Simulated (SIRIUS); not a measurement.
## Y: equation of state with RPBE

Y:

```xyz
2
Lattice="3.6474 0.0000 0.0000 -1.8237 3.1587 0.0000 0.0000 0.0000 5.7306" Properties=species:S:1:pos:R:3 pbc="T T T"
Y     1.8237    1.0529    4.2980
Y     0.0000    2.1058    1.4326
```

```json
{
  "Program": "SIRIUS 7.12.0",
  "Task": "equation of state",
  "Functional": "RPBE",
  "Potentials or basis": "all-electron FP-LAPW",
  "Cutoff": "163 eV",
  "Basis": "apw+lo standard",
  "k mesh": "8 × 8 × 5",
  "Occupations": "fermi-dirac, width 0.05 eV",
  "Spin": "no spin polarisation",
  "Muffin tin radii": "Y 2.54 bohr",
  "Basis cutoff (gk_cutoff)": "3.46 1/bohr",
  "Cutoff of density and potential (pw_cutoff)": "20 1/bohr",
  "lmax of the basis": "10",
  "lmax of density and potential": "8",
  "Valence relativity": "iora",
  "Core states": "Y 1s2s2p3s3p",
  "Local orbitals (radial functions)": "Y 14",
  "Smallest sphere radius times basis cutoff": "8.79"
}
```

| Property | Result |
| --- | --- |
| Equilibrium volume | 34.16 Å³/atom |
| Bulk modulus at fixed shape and positions | 38 GPa |
| Pressure derivative of the bulk modulus | 2.9 (rough: it moves with the points fitted) |

Energy against volume, from the lowest point:
| volume (Å³/atom) | energy (meV/atom) |
| --- | --- |
| 31.031 | 38.68 |
| 31.691 | 23.46 |
| 32.351 | 12.22 |
| 33.012 | 4.71 |
| 33.672 | 0.79 |
| 34.332 | 0.00 |
| 34.992 | 2.22 |

All runs of the series together: 6.1 min on 1 thread of Arm Neoverse V1, on a shared host.

Caveat: the cell was scaled at fixed shape and fractional positions, which overstates the stiffness of a crystal with free parameters, most of all of layers and chains.
